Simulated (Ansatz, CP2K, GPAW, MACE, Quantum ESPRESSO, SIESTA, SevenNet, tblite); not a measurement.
# GPAW on H-capped AlAs nanowire along [111] (40 atoms): settings against a plane-wave reference

Wanted: GPAW inputs and outputs for H-capped AlAs nanowire along [111] (40 atoms), checked against a plane-wave reference.

Main program and level: GPAW 26.7.0; the method is named at each step.

## 1. The structure

The cell holds 40 atoms: 9 Al, 9 As and 22 H. Its edges and angles: a = 19.586 Å, b = 16.545 Å, c = 9.805 Å, α = 90.0°, β = 90.0°, γ = 90.0°. It derives from AlAs (zinc-blende). Diamond section of size parameter 4.53 Å cut from zinc-blende AlAs (a = 5.661 Å) along [111], 1 period, broken bonds capped with H, 9 Å of vacuum. Then every atom was moved at random, 0.05 Å r.m.s. a Cartesian component (hydrogen 0.6 of that). Regions: wire, 18 atoms (9 Al and 9 As); hydrogen, 22 atoms (22 H). Vacuum lies along a and b. The structure's axis is c.

The yardstick, on the same geometry:

- method: Kohn-Sham DFT, PBE, PAW, plane waves (Ansatz 0.2.0); cutoff 420 eV, Γ point, fermi-dirac smearing of 0.05 eV; PAW set soft_2
- r.m.s. force component: 0.7893 eV/Å
- longest force: 3.625 eV/Å
- gap (highest filled to lowest empty level): 3.3 eV
- SCF cycles: 8
- time: 6 s on 8 threads of Arm Neoverse V2, shared host
- CPU time: 43 s

## 2. PBE, LCAO dzp, h 0.2 Å

Method: Kohn-Sham DFT, PBE, PAW, atomic orbitals (dzp).

File run.py:

```python
import numpy as np
from ase.io import read
from gpaw import GPAW, FermiDirac

atoms = read("structure.xyz")
atoms.calc = GPAW(
    mode="lcao",
    basis="dzp",
    h=0.2,
    xc="PBE",
    kpts={"size": (1, 1, 1), "gamma": True},
    occupations=FermiDirac(0.05),
    maxiter=200,
    symmetry={"point_group": False},
    txt="gpaw.txt",
)
energy = atoms.get_potential_energy(force_consistent=True)
forces = atoms.get_forces()
print(f"energy {energy:.6f} eV")
print("forces (eV/A)")
for i, (a, f) in enumerate(zip(atoms, forces)):
    print(f"{i:4d} {a.symbol:2s} {f[0]:10.5f} {f[1]:10.5f} {f[2]:10.5f}")
print(f"Fermi level {atoms.calc.get_fermi_level():.4f} eV")
for k in range(len(atoms.calc.get_ibz_k_points())):
    for s in range(atoms.calc.get_number_of_spins()):
        e = atoms.calc.get_eigenvalues(kpt=k, spin=s)
        n = np.searchsorted(e, atoms.calc.get_fermi_level())
        print(f"k {k} spin {s} levels about the Fermi level:", np.round(e[max(n - 6, 0):n], 4).tolist(), "|", np.round(e[n:n + 6], 4).tolist())
```

File structure.xyz:

```xyz
40
Lattice="19.58599 0.00000 0.00000 0.00000 16.54490 0.00000 0.00000 0.00000 9.80514" Properties=species:S:1:pos:R:3 pbc="T T T"
Al 7.83773 7.19256 3.24129
As 7.78073 7.16841 5.78386
Al 5.82899 8.26600 9.77180
As 5.72851 8.37106 2.36461
Al 7.71140 9.43374 6.53179
As 7.76917 9.47460 8.94258
Al 11.75590 7.19306 3.32306
As 11.79233 7.16841 5.72963
Al 9.78085 6.01705 6.51365
As 9.79691 5.94061 8.97337
Al 9.77928 8.35997 9.74984
As 9.83295 8.14903 2.47550
Al 9.87036 10.57666 3.34394
As 9.80259 10.62331 5.72277
Al 11.82543 9.45905 6.55385
As 11.90436 9.40627 8.92425
Al 13.76895 8.16325 0.03765
As 13.71568 8.28502 2.50551
H 7.81559 5.64760 2.73230
H 6.58050 6.42488 6.25793
H 5.77003 6.82179 9.32312
H 4.51418 9.02442 9.30351
H 5.83878 9.79144 2.96174
H 4.58665 7.58832 2.95527
H 6.47670 10.13905 6.00663
H 7.79072 10.87579 9.51197
H 11.82504 5.63106 2.70553
H 13.05054 6.41049 6.20881
H 9.79809 4.52139 6.03506
H 11.03220 5.28047 9.50883
H 8.54263 5.28659 9.48765
H 11.06726 11.37694 2.77378
H 8.50306 11.37545 2.76701
H 9.78457 12.01855 6.24784
H 13.06993 10.21366 6.05860
H 11.74396 10.91384 9.51285
H 13.80264 6.85091 9.29410
H 15.03519 9.06545 9.27390
H 15.06026 7.53968 2.98557
H 13.78227 9.80633 2.94860
```

On the command line:

```bash
> OMP_NUM_THREADS=1 python run.py > output.txt
```

What it wrote:

```text
energy -144.330186 eV
forces (eV/A)
   0 Al   -1.17180   -1.09591    0.23048
   1 As    0.71878    0.18776   -0.81665
   2 Al   -1.16554    1.03579   -0.59876
   3 As    1.70349    0.04167    0.78470
   4 Al    0.78221    0.87216   -0.12076
   5 As    0.16400   -0.37700    0.53045
   6 Al    0.46072   -2.30769   -0.23459
   7 As   -0.05402   -0.05216    0.58569
   8 Al    0.17259   -0.98475   -0.10964
   9 As   -0.16544    1.43221   -0.42232
  10 Al    0.58719   -0.06917    0.65581
  11 As   -0.33487    2.18002   -0.61872
  12 Al   -1.31630    0.48753   -1.56960
  13 As   -0.32783   -1.58406    0.67915
  14 Al   -0.15102    0.59536   -0.49171
  15 As   -1.15521    0.96480    1.55242
  16 Al    1.57707    3.21379    0.33619
  17 As    1.16713    0.62842    0.14924
  18 H    -0.22170    0.19308    0.08444
  19 H    -0.56718   -0.37066    0.29394
  20 H     0.37985   -1.38738   -0.23419
  21 H    -0.15944    0.32609   -0.12496
  22 H    -0.48768   -0.36207    0.02710
  23 H    -0.43022    0.19867    0.32007
[...]
32 H     0.26349   -0.53258    0.25504
  33 H     0.01016    0.63611    0.26604
  34 H     0.79543    0.39047   -0.36840
  35 H     0.20279   -1.25467   -0.47037
  36 H    -0.29639   -3.10502   -0.95881
  37 H    -0.24127   -0.15898    0.36001
  38 H    -0.96297    0.82327   -0.13807
  39 H     0.29289   -0.97263   -0.12472
Fermi level -3.2448 eV
k 0 spin 0 levels about the Fermi level: [-5.1834, -5.0358, -4.7924, -4.7654, -4.6709, -4.5571] | [-1.1364, -1.0302, -0.8902, -0.8086, -0.6114, -0.5943]
```

gpaw.txt:

```text
Input parameters:
  mode=LCAO(),
  basis={'default': 'dzp'},
  h=0.2,
  kpts=MonkhorstPack(size=(1, 1, 1), gamma=True),
  maxiter=200,
  occupations=Occupations(name='fermi-dirac', width=0.05, fixmagmom=False),
  symmetry=Symmetry(point_group=False),
  xc=XC(name='PBE')
Unit cell  # Å
| periodic |         x |         y |        z |   lengths |    angles |
|----------|-----------|-----------|----------|-----------|-----------|
|      yes | 19.585990 |  0.000000 | 0.000000 | 19.585990 | 90.000000 |
|      yes |  0.000000 | 16.544900 | 0.000000 | 16.544900 | 90.000000 |
|      yes |  0.000000 |  0.000000 | 9.805140 |  9.805140 | 90.000000 |
Number of symmetries: 1
Symmetry operations  # r_c * U_cc + t_c -> r_c
|   | kind |            matrix            |
|---|------|------------------------------|
| 0 |  E   |  1, 0, 0,  0, 1, 0,  0, 0, 1 |
BZ-sampling:
  Number of BZ points: 1
  Number of IBZ points: 1
  Monkhorst-Pack size: [1, 1, 1]
  Monkhorst-Pack shift: [0, 0, 0]
[... lines left out ...]
Reference energy: -613232.355355  # eV
eigensolver:
density mixing:
  MSR1-Mixer
occupation numbers:
  Fermi-Dirac:
    width: 0.0500  # eV
FastPoissonSolver using
    Stencil: 6*3+1=19 point O(h^6) finite-difference Laplacian
xc functional:
  name: PBE with 2 nearest neighbor stencil
interpolation: tri-quintic # 5. degree polynomial
Initialization done in: 6.514 s
convergence criteria:
- Maximum [total energy] change in last 3 cyles: 0.0005 eV / valence electron
- Maximum integral of absolute [dens]ity change: 0.0001 electrons / valence electron
- Maximum integral of absolute [eigenst]ate change: 4e-08 eV^2 / valence electron
maximum number of iterations: 200
SCF iterations
|iter     |      energy | eigst |  dens |
|---------|-------------|-------|-------|
|iter:   1| -151.134036 |      c|       |
|iter:   2| -150.034241 |      c| -0.70 |
|iter:   3| -144.381436 |      c| -0.73 |
|iter:   4| -144.329284 |      c| -1.38 |
|iter:   5| -144.332547 |      c| -1.90 |
|iter:   6| -144.330319c|      c| -2.38 |
|iter:   7| -144.330191c|      c| -2.88 |
|iter:   8| -144.330187c|      c| -3.47 |
|iter:   9| -144.330186c|      c| -4.17c|
Converged in 9 steps
SCF loop duration: 21.650 s (2.406 s/step)
Energy contributions relative to reference atoms: (reference = -613232.355355)
Energy contributions:
  Kinetic:         242.960580
  Coulomb:        -235.210845
  Zero:             -0.203948
  External:          0.000000
  Xc:             -151.875974
  Entropy:          -0.000000
  Spinorbit:         0.000000
  ----------------------------
  Free energy:    -144.330186
  Extrapolated:   -144.330186
dipole moment: (-0.042422, -0.318846, 45.099912)  # |e|*Ang
Fermi level: -3.245
Eigenvalues  # (at kpt = [0.000, 0.000, 0.000])
| band index |      eig [eV] | occ [0-2] |
|------------|---------------|-----------|
|          0 |       -15.908 |     2.000 |
|        ... |               |           |
|         39 |        -5.423 |     2.000 |
|         40 |        -5.278 |     2.000 |
[...]
|         54 |        -0.145 |     0.000 |
|        ... |               |           |
|         60 |         0.446 |     0.000 |
Gap: 3.421 eV
Transition (v -> c):
  (s=0, k=0, n=46, [0.00, 0.00, 0.00]) -> (s=0, k=0, n=47, [0.00, 0.00, 0.00])
No difference between direct/indirect transitions
Force computation time: 3.481  # s
timing:  # [seconds]
  Total:  31.667  # ━━━━━━━━━━━━━━━━━━━━━━━━━━━━━━━━━━━━━━━━━━━━━━━━━━━━━━━━━
  Init:    6.513  # ━━━━━━━━━━━╸
  SCF:    21.650  # ━━━━━━━━━━━━━━━━━━━━━━━━━━━━━━━━━━━━━━━
  Forces:  3.482  # ━━━━━━╸
```

The job ended after 33 s (1 thread of Arm Neoverse V2, shared host; peak memory 1.2 GiB).

Banners, paths, timers and routine set-up lines are dropped from the logs unmarked, and long logs keep their key lines alone; longer cuts are marked.

Compared with the plane-wave run:

```yaml
r_m_s_force_component: 0.8149 eV/Å
r_m_s_difference_of_force_components: 102.2 meV/Å
longest_difference_of_force_vectors: 320.9 meV/Å
force_difference_over_r_m_s_force: 12.95 %
slope_of_forces_against_the_reference_s: 1.024
correlation_of_force_components: 0.9924
spacing_of_highest_filled_and_lowest_empty_level: 3.421 eV
gap_difference: 0.1208 eV
```

Length of the force difference by element (eV/Å):

```
element  atoms   mean  most
     Al      9  0.078  0.11
     As      9   0.19  0.30
      H     22   0.17  0.32
```

Levels nearest the highest filled one (eV from it): -0.63, -0.48, -0.24, -0.21, -0.11, 0.00, 3.42, 3.53, 3.67, 3.75, 3.95, 3.96.

A closer look about H23, picked at random: 11 atoms, nearest first, numbered in the order of the input, with positions taken from that point.

```
atom      x      y      z  distance (Å)  bonds     Fx     Fy  Fz (eV/Å)
 H23   0.00   0.00   0.00          0.00      1  -0.49  -0.36       0.03
 As4  -0.11  -1.42  -0.60          1.54      4   1.70   0.04       0.78
 H24  -1.25  -2.20  -0.01          2.53      1  -0.43   0.20       0.32
 H33   2.66   1.58  -0.19          3.11      1   0.26  -0.53       0.26
 H25   0.64   0.35   3.04          3.13      1  -1.04   0.58      -0.42
 Al1   2.00  -2.60   0.28          3.29      4  -1.17  -1.10       0.23
 Al3  -0.01  -1.53  -3.00          3.36      4  -1.17   1.04      -0.60
 H22  -1.32  -0.77  -3.46          3.79      1  -0.16   0.33      -0.12
 H26   1.95   1.08  -3.25          3.95      1   0.07   0.25       0.08
 Al5   1.87  -0.36   3.57          4.05      4   0.78   0.87      -0.12
Al13   4.03   0.79   0.38          4.13      4  -1.32   0.49      -1.57
```

Atoms are counted from 1 here, from 0 in the log.

Forces lie 13 % from the reference's, at 0.77 times its CPU time (on 1 against 8 cores).

## 3. PBE, LCAO dzp, h 0.15 Å

Method: Kohn-Sham DFT, PBE, PAW, atomic orbitals (dzp).

run.py: that of step 2 with these lines changed.

```diff
@@ -8,3 +8,3 @@
     basis="dzp",
-    h=0.2,
+    h=0.15,
     xc="PBE",
```

structure.xyz is that of step 2.

What it wrote:

```text
energy -144.833310 eV
forces (eV/A)
   0 Al   -1.17128   -1.09664    0.22786
   1 As    0.72229    0.18372   -0.80880
   2 Al   -1.16690    1.03516   -0.60485
   3 As    1.70653    0.04307    0.78100
   4 Al    0.77742    0.86960   -0.12292
   5 As    0.15737   -0.38210    0.53130
[...]
37 H    -0.25052   -0.16476    0.36693
  38 H    -0.96622    0.82627   -0.13396
  39 H     0.29336   -0.96177   -0.12404
Fermi level -3.2452 eV
k 0 spin 0 levels about the Fermi level: [-5.1839, -5.0364, -4.7931, -4.766, -4.6715, -4.5576] | [-1.1374, -1.0312, -0.8911, -0.8097, -0.6122, -0.5953]
```

gpaw.txt:

```text
Input parameters:
  mode=LCAO(),
  basis={'default': 'dzp'},
  h=0.15,
  kpts=MonkhorstPack(size=(1, 1, 1), gamma=True),
  maxiter=200,
  occupations=Occupations(name='fermi-dirac', width=0.05, fixmagmom=False),
[... lines left out ...]
  Fermi-Dirac:
[... lines left out ...]
convergence criteria:
- Maximum [total energy] change in last 3 cyles: 0.0005 eV / valence electron
[... lines left out ...]
Converged in 9 steps
[... lines left out ...]
  Free energy:    -144.833310
[... lines left out ...]
Fermi level: -3.245
[... lines left out ...]
|        ... |               |           |
|         60 |         0.446 |     0.000 |
Gap: 3.420 eV
Transition (v -> c):
  (s=0, k=0, n=46, [0.00, 0.00, 0.00]) -> (s=0, k=0, n=47, [0.00, 0.00, 0.00])
No difference between direct/indirect transitions
Force computation time: 8.149  # s
timing:  # [seconds]
  Total:  71.691  # ━━━━━━━━━━━━━━━━━━━━━━━━━━━━━━━━━━━━━━━━━━━━━━━━━━━━━━━━━
  Init:   13.974  # ━━━━━━━━━━━
  SCF:    49.544  # ━━━━━━━━━━━━━━━━━━━━━━━━━━━━━━━━━━━━━━━╸
  Forces:  8.149  # ━━━━━━╸
```

Run time: 73 s. Hardware: 1 thread; peak memory 2.9 GiB.

Against the reference:

| Quantity | Value |
| --- | --- |
| r.m.s. force component | 0.8137 eV/Å |
| r.m.s. difference of force components | 100.3 meV/Å |
| longest difference of force vectors | 311.3 meV/Å |
| force difference over r.m.s. force | 12.71 % |
| slope of forces against the reference's | 1.023 |
| correlation of force components | 0.9926 |
| gap (highest filled to lowest empty level) | 3.42 eV |
| gap difference | 0.1203 eV |
| energy less the same-level run's | -12.58 meV/atom |
| r.m.s. force difference from the same-level run | 7.451 meV/Å |

Against the first run (13 %), the force difference from the reference is 13 %, at 2.2 times the CPU time: the change moves forces by 7.5 meV/Å r.m.s., so most of the difference comes from elsewhere.

## 4. PBE, LCAO szp(dzp), h 0.2 Å

Method: Kohn-Sham DFT, PBE, PAW, atomic orbitals (szp(dzp)).

run.py: that of step 3 with these lines changed.

```diff
@@ -7,4 +7,4 @@
     mode="lcao",
-    basis="dzp",
-    h=0.15,
+    basis="szp(dzp)",
+    h=0.2,
     xc="PBE",
```

structure.xyz is that of step 3.

What it wrote:

```text
energy -134.185902 eV
forces (eV/A)
   0 Al   -1.24485   -1.20172    0.22767
   1 As    1.49604    0.69860   -1.09994
   2 Al   -1.32837    0.83843   -0.86739
   3 As    2.35846   -0.18920    0.16366
   4 Al    0.57599    1.10897   -0.23469
   5 As    0.19501   -1.21394    0.21566
   6 Al    0.41615   -2.48339   -0.23534
   7 As   -0.74136    0.41943    0.41305
   8 Al    0.17944   -1.21770   -0.25099
   9 As   -0.17132    2.31954   -1.01467
  10 Al    0.63921    0.03076    0.76161
  11 As   -0.32287    2.28012   -0.65692
[...]
35 H     0.08510   -0.52472   -0.17420
  36 H    -0.37785   -3.02548   -0.93922
  37 H    -0.14949   -0.03594    0.30513
  38 H    -0.20487    0.35946    0.12423
  39 H     0.28236    0.02046    0.16407
Fermi level -3.3073 eV
k 0 spin 0 levels about the Fermi level: [-6.1712, -6.0287, -5.911, -5.7328, -5.6566, -5.4637] | [-2.0592, -1.9703, -1.8041, -1.7352, -1.5168, -1.4469]
```

gpaw.txt:

```text
Input parameters:
  mode=LCAO(),
  basis={'default': 'szp(dzp)'},
  h=0.2,
  kpts=MonkhorstPack(size=(1, 1, 1), gamma=True),
  maxiter=200,
  occupations=Occupations(name='fermi-dirac', width=0.05, fixmagmom=False),
  symmetry=Symmetry(point_group=False),
  xc=XC(name='PBE')
[... lines left out ...]
  Fermi-Dirac:
[... lines left out ...]
convergence criteria:
- Maximum [total energy] change in last 3 cyles: 0.0005 eV / valence electron
[... lines left out ...]
Converged in 9 steps
[... lines left out ...]
  Free energy:    -134.185902
[... lines left out ...]
Fermi level: -3.307
[... lines left out ...]
|          0 |       -17.228 |     2.000 |
|        ... |               |           |
|         39 |        -6.405 |     2.000 |
|         40 |        -6.287 |     2.000 |
[...]
|         54 |        -1.073 |     0.000 |
|        ... |               |           |
|         60 |        -0.362 |     0.000 |
Gap: 3.405 eV
Transition (v -> c):
  (s=0, k=0, n=46, [0.00, 0.00, 0.00]) -> (s=0, k=0, n=47, [0.00, 0.00, 0.00])
No difference between direct/indirect transitions
Force computation time: 2.848  # s
timing:  # [seconds]
  Total:  28.062  # ━━━━━━━━━━━━━━━━━━━━━━━━━━━━━━━━━━━━━━━━━━━━━━━━━━━━━━━━━
  Init:    6.260  # ━━━━━━━━━━━━╸
  SCF:    18.931  # ━━━━━━━━━━━━━━━━━━━━━━━━━━━━━━━━━━━━━━╸
  Forces:  2.848  # ━━━━━━
```

The job ended after 29 s (1 thread; peak memory 1.2 GiB).

Against the reference:

- r.m.s. force component: 0.9332 eV/Å
- r.m.s. difference of force components: 503.7 meV/Å
- longest difference of force vectors: 1546 meV/Å
- force difference over r.m.s. force: 63.81 %
- slope of forces against the reference's: 0.9953
- correlation of force components: 0.8418
- gap (highest filled to lowest empty level): 3.405 eV
- gap difference: 0.1046 eV

This is a coarse setting, run to see what it loses.

Against the first run (13 %), the force difference from the reference is 64 %, at 0.89 times the CPU time, with 250 basis functions against 344: the smaller basis costs accuracy.

## 5. PBE, LCAO dzp, h 0.2 Å, other mixer settings

Method: Kohn-Sham DFT, PBE, PAW, atomic orbitals (dzp).

run.py: that of step 4 with these lines changed.

```diff
@@ -2,3 +2,3 @@
 from ase.io import read
-from gpaw import GPAW, FermiDirac
+from gpaw import GPAW, FermiDirac, Mixer
 
@@ -7,3 +7,3 @@
     mode="lcao",
-    basis="szp(dzp)",
+    basis="dzp",
     h=0.2,
@@ -12,2 +12,3 @@
     occupations=FermiDirac(0.05),
+    mixer=Mixer(0.03, 7, 100),
     maxiter=200,
```

structure.xyz is that of step 4.

What it wrote:

```text
energy -144.330187 eV
forces (eV/A)
   0 Al   -1.17234   -1.09620    0.23095
   1 As    0.71910    0.18781   -0.81757
   2 Al   -1.16582    1.03572   -0.59828
   3 As    1.70354    0.04114    0.78301
   4 Al    0.78161    0.87293   -0.12041
   5 As    0.16320   -0.37647    0.53006
   6 Al    0.46131   -2.30799   -0.23421
   7 As   -0.05438   -0.05209    0.58546
   8 Al    0.17257   -0.98551   -0.10952
   9 As   -0.16531    1.43139   -0.42393
  10 Al    0.58699   -0.06826    0.65614
  11 As   -0.33517    2.17991   -0.61749
  12 Al   -1.31622    0.48848   -1.56947
  13 As   -0.32749   -1.58335    0.67844
  14 Al   -0.15034    0.59619   -0.49096
  15 As   -1.15313    0.96510    1.55115
  16 Al    1.57746    3.21386    0.33655
  17 As    1.16619    0.62782    0.14831
  18 H    -0.22199    0.19364    0.08481
  19 H    -0.56645   -0.37027    0.29362
  20 H     0.37989   -1.38677   -0.23380
  21 H    -0.15922    0.32566   -0.12496
  22 H    -0.48824   -0.36316    0.02680
  23 H    -0.42937    0.19958    0.31959
[...]
32 H     0.26394   -0.53257    0.25523
  33 H     0.01020    0.63514    0.26564
  34 H     0.79493    0.39014   -0.36800
  35 H     0.20297   -1.25554   -0.47084
  36 H    -0.29643   -3.10447   -0.95835
  37 H    -0.24131   -0.15962    0.36021
  38 H    -0.96403    0.82405   -0.13836
  39 H     0.29323   -0.97386   -0.12490
Fermi level -3.2448 eV
k 0 spin 0 levels about the Fermi level: [-5.1832, -5.0355, -4.7922, -4.7653, -4.6707, -4.557] | [-1.1363, -1.03, -0.89, -0.8083, -0.6112, -0.5941]
```

gpaw.txt:

```text
Input parameters:
  mode=LCAO(),
  basis={'default': 'dzp'},
  h=0.2,
  kpts=MonkhorstPack(size=(1, 1, 1), gamma=True),
  maxiter=200,
  mixer=Pulay(name='pulay', nmaxold=7, beta=0.03, weight=100, sigma=0.015, g_ss=None),
  occupations=Occupations(name='fermi-dirac', width=0.05, fixmagmom=False),
  symmetry=Symmetry(point_group=False),
  xc=XC(name='PBE')
Unit cell  # Å
[... lines left out ...]
  Fermi-Dirac:
[... lines left out ...]
convergence criteria:
- Maximum [total energy] change in last 3 cyles: 0.0005 eV / valence electron
[... lines left out ...]
Converged in 15 steps
[... lines left out ...]
  Free energy:    -144.330187
  Extrapolated:   -144.330187
dipole moment: (-0.042428, -0.318949, 45.099645)  # |e|*Ang
Fermi level: -3.245
Eigenvalues  # (at kpt = [0.000, 0.000, 0.000])
| band index |      eig [eV] | occ [0-2] |
|------------|---------------|-----------|
|          0 |       -15.907 |     2.000 |
|        ... |               |           |
|         39 |        -5.423 |     2.000 |
|         40 |        -5.278 |     2.000 |
[...]
|         54 |        -0.145 |     0.000 |
|        ... |               |           |
|         60 |         0.447 |     0.000 |
Gap: 3.421 eV
Transition (v -> c):
  (s=0, k=0, n=46, [0.00, 0.00, 0.00]) -> (s=0, k=0, n=47, [0.00, 0.00, 0.00])
No difference between direct/indirect transitions
Force computation time: 3.692  # s
timing:  # [seconds]
  Total:  49.213  # ━━━━━━━━━━━━━━━━━━━━━━━━━━━━━━━━━━━━━━━━━━━━━━━━━━━━━━━━━
  Init:    6.762  # ━━━━━━━━
  SCF:    38.733  # ━━━━━━━━━━━━━━━━━━━━━━━━━━━━━━━━━━━━━━━━━━━━━
  Forces:  3.692  # ━━━━╸
```

The job ended after 50 s (1 thread; peak memory 1.1 GiB).

Against the reference:

- r.m.s. force component: 0.8148 eV/Å
- r.m.s. difference of force components: 101.9 meV/Å
- longest difference of force vectors: 319.8 meV/Å
- force difference over r.m.s. force: 12.91 %
- slope of forces against the reference's: 1.024
- correlation of force components: 0.9924
- gap (highest filled to lowest empty level): 3.421 eV
- gap difference: 0.1208 eV
- energy less the same-level run's: 0 meV/atom
- r.m.s. force difference from the same-level run: 0.615 meV/Å

Against the first run (13 %), the force difference from the reference is 13 %, at 1.5 times the CPU time (15 SCF steps against 9): another solver or mixer reaches the same state.

(Part 1 of 2 ends here.)

[Also dropped from logs without a mark: logging warnings of Python, and SIESTA's first energy breakdown and zero terms.]

[Logs are printed without paths, hosts, clocks, repeated set-up lines and the standing remarks that a program may print on its own settings, such as how far it seeks lower states.]

[Hosts, paths, dates, database ids (printed as entryN), source tags and the programs' standing remarks are cut or masked in the printed files.]
